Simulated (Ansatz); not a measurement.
A relaxation computed with Ansatz, from input to last step.

```yaml
crystal:
  lattice:
    - [2.8285109951, 0.0, 0.0]
    - [0.0, 2.8285109951, 0.0]
    - [0.0, 0.0, 2.8285109951]
  atoms:
    - { symbol: Fe, position: [0.0, 0.0, 0.0], spin: 3.02 }
    - { symbol: Co, position: [0.5, 0.5, 0.5], spin: 2.0 }
basis:
  ecutwfc: 420
kpoints:
  mp_grid: { grid: [14, 14, 14] }
hamiltonian:
  xc: pbesol
scf:
  occupations: { method: gaussian, width: 0.1 }
output:
  forces: true
  stress: true
  eigenvalues: true
  populations: true
  write_density: true
  write_potential: true
  elf: true
  volumetric_format: npy
magnetization:
  spin_polarized: true
relax:
  adjacent_minimum: "off"
  f_tol: 0.008
  max_steps: 50
  cell: { stress_tol: 0.08, p_target: -3.0 }
```

```bash
ansatz run input.yaml --threads 1 --pin off --max-ram 2560MiB --backend cpu --events-out ev --progress --plain --runs-dir out
```

Method: Ansatz 0.2.0, DFT PBEsol, scalar-relativistic, plane waves, PAW.

Of 4 frames 4 are shown, positions in Å and forces in eV/Å; the SCF threshold varies from step to step. Steps run on the plane waves of an earlier cell, with a Pulay correction in the pressure. The basis is chosen afresh for the last frame, the zero of the energies, and at times for earlier ones too; energy and pressure step there, also at an unchanged geometry. The relaxation lowers the enthalpy F + PV at the target pressure, so the free energy itself can rise.

```xyz
2
Lattice="2.8285 0.0000 0.0000 0.0000 2.8285 0.0000 0.0000 0.0000 2.8285" Properties=species:S:1:pos:R:3:forces:R:3 pbc="T T T" step=1 free_energy_over_end_meV_per_atom=4.41 pressure_GPa=-5.89
Fe    0.0000    0.0000    0.0000    0.0000    0.0000    0.0000
Co    1.4143    1.4143    1.4143    0.0000    0.0000    0.0000
2
Lattice="2.8205 0.0000 0.0000 0.0000 2.8205 0.0000 0.0000 0.0000 2.8205" Properties=species:S:1:pos:R:3:forces:R:3 pbc="T T T" step=2 free_energy_over_end_meV_per_atom=1.30 pressure_GPa=-4.15
Fe    0.0000    0.0000    0.0000    0.0000    0.0000    0.0000
Co    1.4102    1.4102    1.4102    0.0000    0.0000    0.0000
2
Lattice="2.8152 0.0000 0.0000 0.0000 2.8152 0.0000 0.0000 0.0000 2.8152" Properties=species:S:1:pos:R:3:forces:R:3 pbc="T T T" step=3 free_energy_over_end_meV_per_atom=-0.15 pressure_GPa=-2.98
Fe    0.0000    0.0000    0.0000    0.0000    0.0000    0.0000
Co    1.4076    1.4076    1.4076    0.0000    0.0000    0.0000
2
Lattice="2.8152 0.0000 0.0000 0.0000 2.8152 0.0000 0.0000 0.0000 2.8152" Properties=species:S:1:pos:R:3:forces:R:3 pbc="T T T" step=4 free_energy_over_end_meV_per_atom=0.00 pressure_GPa=-3.00
Fe    0.0000    0.0000    0.0000    0.0000    0.0000    0.0000
Co    1.4076    1.4076    1.4076    0.0000    0.0000    0.0000
```

Time: 29 s on 1 thread of Intel(R) Xeon(R) Platinum 8488C (Sapphire Rapids) (shared host), peak memory 0.49 GiB.

Only parallel moments were tried here.